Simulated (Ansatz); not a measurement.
# V_O in Al2O3 (R-3c) against the share of exact exchange

Aim: the (+1/0) level of V_O in Al2O3 (R-3c) as a function of the share of exact exchange, with the cost of each choice. The model is a cell of 80 host atoms with 1 O taken out; the atoms are relaxed once and then held.

Calculated with Ansatz 0.2.0; plane-wave PAW DFT; relaxations with PBEsol, then single points with PBEsol and PBE0 form with several shares of exact exchange, on supercells at fixed charge in a uniform background.

**1. Set-up**

The cell holds 79 atoms: 32 Al and 47 O. Its edges and angles: a = 10.278 Å, b = 10.278 Å, c = 10.278 Å, α = 55.3°, β = 55.3°, γ = 55.3°. It derives from Al2O3 (space group R-3c). Nearest the centre at fractional (0.625, 0.278, 0.472): Al2 at 1.86 Å, Al41 at 1.86 Å, Al53 at 1.97 Å, Al52 at 1.97 Å, O79 at 2.53 Å, O16 at 2.53 Å, O57 at 2.62 Å, O18 at 2.62 Å. The cell carries charge +1.

Coordinates:

```xyz
79
Lattice="4.7733 2.7559 8.6752 -4.7733 2.7559 8.6752 0.0000 -5.5117 8.6752" Properties=species:S:1:pos:R:3 pbc="T T T"
Al    0.0000    0.0000    8.4318
Al    0.0000    0.0000   11.0875
Al    0.0000    0.0000    1.9254
Al    0.0000    0.0000    4.5810
O     0.9268   -1.3779    5.4220
O     1.6567    0.1137    7.5908
O    -1.6567   -0.1137    5.4220
O     0.7299    1.4916    5.4220
O    -0.7299   -1.4916    7.5908
O    -0.9268    1.3779    7.5908
Al    0.0000   -2.7559   12.7694
Al    0.0000   -2.7559   15.4251
Al    0.0000   -2.7559    6.2630
Al    0.0000   -2.7559    8.9187
O     0.9268   -4.1338    9.7597
O     1.6567   -2.6422   11.9285
O    -1.6567   -2.8695    9.7597
O     0.7299   -1.2643    9.7597
O    -0.7299   -4.2475   11.9285
O    -0.9268   -1.3779   11.9285
Al   -2.3867    1.3779   12.7694
Al   -2.3867    1.3779   15.4251
Al   -2.3867    1.3779    6.2630
Al   -2.3867    1.3779    8.9187
O    -1.4599    0.0000    9.7597
O    -0.7299    1.4916   11.9285
O    -4.0434    1.2643    9.7597
O    -1.6567    2.8695    9.7597
O    -3.1166   -0.1137   11.9285
O    -3.3134    2.7559   11.9285
Al   -2.3867   -1.3779   17.1071
Al   -2.3867   -1.3779   19.7627
Al   -2.3867   -1.3779   10.6006
Al   -2.3867   -1.3779   13.2563
O    -1.4599   -2.7559   14.0973
O    -0.7299   -1.2643   16.2661
O    -4.0434   -1.4916   14.0973
O    -1.6567    0.1137   14.0973
O    -3.1166   -2.8695   16.2661
O    -3.3134    0.0000   16.2661
Al    2.3867    1.3779   12.7694
Al    2.3867    1.3779   15.4251
Al    2.3867    1.3779    6.2630
Al    2.3867    1.3779    8.9187
O     3.3134    0.0000    9.7597
O     4.0434    1.4916   11.9285
O     0.7299    1.2643    9.7597
O     3.1166    2.8695    9.7597
O     1.4599    2.7559   11.9285
Al    2.3867   -1.3779   17.1071
Al    2.3867   -1.3779   19.7627
Al    2.3867   -1.3779   10.6006
Al    2.3867   -1.3779   13.2563
O     3.3134   -2.7559   14.0973
O     4.0434   -1.2643   16.2661
O     0.7299   -1.4916   14.0973
O     3.1166    0.1137   14.0973
O     1.6567   -2.8695   16.2661
O     1.4599    0.0000   16.2661
Al    0.0000    2.7559   17.1071
Al    0.0000    2.7559   19.7627
Al    0.0000    2.7559   10.6006
Al    0.0000    2.7559   13.2563
O     0.9268    1.3779   14.0973
O     1.6567    2.8695   16.2661
O    -1.6567    2.6422   14.0973
O     0.7299    4.2475   14.0973
O    -0.7299    1.2643   16.2661
O    -0.9268    4.1338   16.2661
Al    0.0000    0.0000   21.4447
Al    0.0000    0.0000   24.1003
Al    0.0000    0.0000   14.9383
Al    0.0000    0.0000   17.5939
O     0.9268   -1.3779   18.4349
O     1.6567    0.1137   20.6037
O    -1.6567   -0.1137   18.4349
O     0.7299    1.4916   18.4349
O    -0.7299   -1.4916   20.6037
O    -0.9268    1.3779   20.6037
```

Screening for the image-charge correction: ε∞ = (3.29, 3.29, 3.26), ε0 = (9.66, 9.66, 11.75), computed on the host (DFPT, PBEsol).

The cell's shortest repeat is 9.5 Å.

**2. Relaxing both charge states, PBEsol**

The study needs fixed structures, so each charge is relaxed once, at one point at (¼, ¼, ¼), from small random displacements that break the symmetry of the site.

Contents of qp1_M1.relax/input.yaml:

```yaml
crystal:
  lattice:
    - [2.38665272, 1.37793459, 4.33762225]
    - [-2.38665272, 1.37793459, 4.33762225]
    - [0.0, -2.75586919, 4.33762225]
  atoms:
    - { symbol: Al, position: [0.647953, 0.647953, 0.647953] }
    - { symbol: Al, position: [0.852047, 0.852047, 0.852047] }
    - { symbol: Al, position: [0.147953, 0.147953, 0.147953] }
    - { symbol: Al, position: [0.352047, 0.352047, 0.352047] }
    - { symbol: O, position: [0.444168, 0.055832, 0.75] }
    - { symbol: O, position: [0.944168, 0.25, 0.555832] }
    - { symbol: O, position: [0.055832, 0.75, 0.444168] }
    - { symbol: O, position: [0.75, 0.444168, 0.055832] }
    - { symbol: O, position: [0.25, 0.555832, 0.944168] }
    - { symbol: O, position: [0.555832, 0.944168, 0.25] }
  supercell: [2, 2, 2]
  defects: [{ vacancy: 48 }]
total_charge: 1
basis:
  ecutwfc: 420
  xc_grid: 2
hamiltonian:
  xc: pbesol
  pseudopotentials: { kind: paw, azcp: { folder: soft_1 }, xc_functional: pbe }
kpoints:
  mp_grid: { grid: [1, 1, 1], shift: [0.25, 0.25, 0.25] }
magnetization:
  spin_polarized: true
  initial_magnetization: 1
  spin_locking: { lock_magnetization: hard }
scf:
  occupations: { method: fixed }
  max_iter: 100
output:
  forces: true
  charged_corrections:
    epsilon: [3.29, 3.29, 3.26]
    static_epsilon: [9.66, 9.66, 11.75]
    defect_position: [0.625, 0.277916, 0.472084]
relax:
  f_tol: 0.015
  max_steps: 60
  random_displacement: { amplitude: 0.04, seed: 7016 }
checkpoint:
  write: "../qp1_M1.relax.run"
  compress: false
  write_wavefunctions: true
  write_every: 100000
```

Started as:

```sh
$ ansatz run input.yaml --threads 32 --pin off --max-ram 84787MiB --backend cuda --events-out ev --progress --plain --runs-dir out --max-vram 78GiB
```

Numbers of over 12 decimals in the logs are rounded to 6 here.

Output:

```text
[... repeated set-up lines and file paths are left out, and long positions are rounded to six places ...]
Engine: ansatz 0.2.0, aarch64-unknown-linux-gnu
Pseudopotentials: kind: paw
Pseudopotential: Al, paw, valence charge 3, recommended cutoff 420 eV (normal), soft_1/Al.paw.azcp
Pseudopotential: O, paw, valence charge 6, recommended cutoff 420 eV (normal), soft_1/O.paw.azcp
Functional definition: PBEsol
  exchange = pbesol_x
  correlation = pbesol_c
[...]
Crystal: 79 atoms, lattice volume = 684.717 Å³
Basis set: ecut = 420 eV, 13355 PW (Γ), exchange–correlation on 144×144×144 points (8 copies of the dense FFT grid, shifted against one another)
Bands: 268, of which v1, the nominal top of the filled ones, is band 189 counted from 1 (188 counted from 0)
Symmetry: 1 space group operations
k-points: 1
Non-local potential: Al, projectors of the file, l = 0: 2, l = 1: 2, l = 2: 1
Non-local potential: O, projectors of the file, l = 0: 2, l = 1: 2, l = 2: 1
PAW form: soft (Blöchl's): semilocal exchange-correlation on the pseudo side does not see the compensation charge
PAW frozen core: Al, regenerated for the run's functional, and the local potential with it (the file was generated under x = pbe(κ = 0.804, μ = 0.219515), c = pbe(β = 0.066725))
PAW frozen core: O, regenerated for the run's functional, and the local potential with it (the file was generated under x = pbe(κ = 0.804, μ = 0.219515), c = pbe(β = 0.066725))
PAW one-centre angular grid: Al, 110 points (default); XC on 64 Gauss nodes
PAW one-centre angular grid: O, 110 points (default); XC on 64 Gauss nodes
Initial density: superposition of atomic densities (chi_scale 0.1, normalization cell, long waves kept (reshape's long-wave potential 0.20 eV rms))
Starting moments: Σ|m| = 1 μB on 79 of 79 sites
Initial wavefunctions: pseudopotential atomic-orbital guess
[...]
Functional: x = pbesol(κ = 0.804, μ = 0.123457), c = pbesol(β = 0.046)
SCF iter   1: F=—  HF=-43302.008782 eV  |Δ(HF+E_count)|=         —  Δρ=6.17e-2 (↑6.06e-2 ↓6.17e-2)  dr2=9.82e1  dr2_m=8.78e-2  M=1.000 μB ∫|m|=1.016 μB  Hψ=1608
preconditioner: auto → Resta (q_TF=auto, 2.470 Å⁻¹)  ε∞=3.3  [insulator: Δε(μ)=3.198 eV  Ē_g=18.182 eV  n_scr=174 (ndim 8)  ℏωp=27.6 eV  f_vac=0.000  ε∞_Penn≈3.3]
spin=Collinear: Resta preconditioning applied to the charge; magnetization (m = ρ↑ − ρ↓) channel mixes plain (no charge-response kernel on spin).
SCF iter   2: F=—  HF=-43280.627093 eV  |Δ(HF+E_count)|=    2.14e1  Δρ=2.94e-2 (↑2.87e-2 ↓2.94e-2)  dr2=2.36e1  dr2_m=4.44e-2  M=1.000 μB ∫|m|=1.015 μB  Hψ=916
[...]
SCF iter   9: F=-43274.019955 eV  HF=-43274.019955 eV  |Δ(HF+E_count)|=   1.95e-6  Δρ=4.20e-6 (↑4.20e-6 ↓4.05e-6)  dr2=3.04e-7  dr2_m=3.41e-9  M=1.000 μB ∫|m|=1.034 μB  Hψ=1297
SCF 1 converged in 9 iterations: F = -43274.019955 eV  dr2 = 3.04e-7
[...]
relax step   1: F+E_penalty+E_count = -43274.01995477 eV  Δ(F+E_penalty+E_count) = +0.000e0 eV  max|allowed force component| = 1.980e0 eV/Å  Δτ_max = 0.0000 Å  (9 SCF iters, dr2 threshold 5.63e-6 eV, accepted)
[...]
relax step   2: F+E_penalty+E_count = -43275.48055462 eV  Δ(F+E_penalty+E_count) = -1.461e0 eV  max|allowed force component| = 9.239e-1 eV/Å  Δτ_max = 0.0947 Å  (5 SCF iters, dr2 threshold 1.00e-4 eV, accepted)
[...]
relax step   4: F+E_penalty+E_count = -43276.09440977 eV  Δ(F+E_penalty+E_count) = -4.326e-3 eV  max|allowed force component| = 1.109e-2 eV/Å  Δτ_max = 0.0071 Å  (5 SCF iters, dr2 threshold 6.39e-7 eV, accepted)
[...]
relax step   5: F+E_penalty+E_count = -43276.09440982 eV  Δ(F+E_penalty+E_count) = -5.681e-8 eV  max|allowed force component| = 1.107e-2 eV/Å  Δτ_max = 0.0000 Å  (2 SCF iters, accepted)
[...]
NSCF: frozen V_eff on 1 k-points
[...]
SCF converged after 2 iterations
Magnetization: 1.0000 μB (189.0000 up, 188.0000 down)
Absolute magnetization: 1.0323 μB (∫|ρ↑−ρ↓|, with the PAW one-centre terms)
Spin contamination: 0.0020 ħ² per cell (⟨S²⟩ above its minimum at these occupations)
Per-site moments (μB) at R_I (Å): [(0.000187256, 0.761848), (0.019253, 0.760179), (0.0001894, 0.765724), [... 6 left out ...]
Free energy (F): -43276.094410 eV
Harris-Foulkes:  -43276.094410 eV  (|F-HF|=2.94e-9)
Internal energy: -43276.094410 eV  (E = F + TS)
E sigma→0 (E₀):  -43276.094410 eV
Fermi energy:    9.799996 (↑ 9.799996, ↓ 7.324605) eV
--- Per-component energies (eV) ---
  E_band       = 404.806116
  E_kinetic    = 8901.521109
  E_local      = -15799.431766  (includes V_loc(G=0)·N_el)
  E_nonlocal   = 2771.359420
  E_hartree    = 6008.994183
  E_xc         = -4596.827834
  E_vxc        = -5307.456809  (∫ρ·V_xc dr)
  E_paw        = -22019.206954  (= ΣΔE_a)
  E_vpaw       = -2179.216585  (= ΣTr[D̂ρ^β])
  E_aug_tail   = 0.037212  (compensation charges beyond the density's cutoff)
  E_ewald      = -18544.810762
  E_core_change = 2.270982  (= ΣΔE_core)
  E_smearing   = -0.000000  (= −TS)
  E_closure    = -0.000000  (closes the sum)
  E_deformation_potential = 18.414363  (in the stress; not in F)
  Σ components = -43276.094410   (vs F -43276.094410, Δ=0.00e0)
--- Forces (eV/Å), atoms counted from 1 ---
  atom   1  Al    -0.00323182     0.00112979    -0.00025157
  atom   2  Al    -0.00303901    -0.00097210    -0.00381413
  [... 4 atoms left out ...]
  [... 73 more lines of this table ...]
  max |Σ_I F_I| component: 3.18e-5 eV/Å
--- Charged-cell corrections in eV (Makov–Payne, q = +1.000 e, ε = [9.660, 9.660, 11.750]) ---
  F (periodic)     = -43276.094410  (uncorrected; the corrections below are reported, never added to it)
  E_corr1          = +0.228800  (monopole, q²α_M/2ε̄L, of the cell on which ε is isotropic)
  F Makov-Payne    = -43275.865610  (F + E_corr1; no measured alignment; for a localised charge, not one spread in a band: unchecked)
  no potential alignment in this run, which stands beside a crystal: run the host's input off ansatz write-host-input, and read the two finished runs by ansatz place-levels (neither reads a slab, a wire or a sheet, whose cell leaves a vacuum)
--- Band table (eV) ---
  k-point 0 ↑: bands = ["-11.6304", "-11.1215", "-10.7235", "-10.6747", "-10.6393", "-10.6236", "-10.5930", "-10.5548", "-10.4274", [... rest cut ...]
  k-point 0 ↓: bands = ["-11.6227", "-11.1133", "-10.7144", "-10.6615", "-10.6349", "-10.6195", "-10.5855", "-10.5437", "-10.4217", [... rest cut ...]
--- Relaxed structure (5 steps of the walk, 5 accepted, 0 SCFs on fresh bases) ---
  F+E_penalty+E_count = -43276.09440982 eV   max|allowed force component| = 1.107e-2 eV/Å
  atoms:
    - { symbol: Al, position: [0.322608, 0.323326, 0.322394] }
    - { symbol: Al, position: [0.414334, 0.434093, 0.422145] }
    [... 4 atoms left out ...]
  [... 73 more lines of this table ...]
```

Elapsed: 3.6 s, on 1 × NVIDIA GB200 with 32 threads of Arm Neoverse V2, shared host; peak memory 1.5 GiB; 16 s of CPU time.

The steps of the relaxation:

| step | energy less that of the first step (eV) | largest force component (eV/Å) |
| --- | --- | --- |
| 1 | 0.0000 | 1.9804 |
| 2 | -1.4606 | 0.9239 |
| 3 | -2.0701 | 0.1011 |
| 4 | -2.0745 | 0.0111 |
| 5 | -2.0745 | 0.0111 |

The atoms that moved most (Å, from the sites as typed, ahead of the random displacement, the mean shift of all atoms taken out):

| atom | dx | dy | dz | length |
| --- | --- | --- | --- | --- |
| Al2 | -0.091 | 0.010 | -0.063 | 0.111 |
| Al41 | 0.036 | 0.083 | 0.062 | 0.110 |
| Al52 | 0.031 | -0.071 | -0.067 | 0.102 |
| Al53 | 0.046 | -0.062 | 0.067 | 0.102 |
| O16 | 0.004 | 0.062 | -0.008 | 0.062 |
| O79 | -0.055 | 0.027 | 0.007 | 0.062 |
| O45 | -0.034 | -0.002 | 0.036 | 0.049 |
| O56 | 0.019 | 0.028 | -0.036 | 0.049 |

The atoms nearest to the centre after the run:

```
atom  distance (Å)
Al41         1.969
 Al2         1.975
Al53         2.072
Al52         2.075
 O79         2.464
 O16         2.466
 O57         2.595
 O18         2.600
```

```
charge  moment set (μB)  steps  largest displacement (Å)   time
     0                0      5                      0.10  3.4 s
    +1                1      5                      0.11  3.6 s
```

The relaxation ends 26 meV an atom lower than the displaced start, with a largest force component of 0.011 eV/Å.

(Continued in part 2 of 2.)

[Logs are printed without paths, hosts, clocks, repeated set-up lines and the standing remarks that a program may print on its own settings, such as how far it seeks lower states.]

[Hosts, paths, dates, database ids (printed as entryN), source tags and the programs' standing remarks are cut or masked in the printed files.]

[Where a table of states has a column of steps, it counts the stored structures, which are thinned; the runs took as many ionic steps or more.]

[For some hosts the program warned that the k-mesh of the response run may be too coarse for force constants and the static dielectric constant; such warnings are not shown here.]
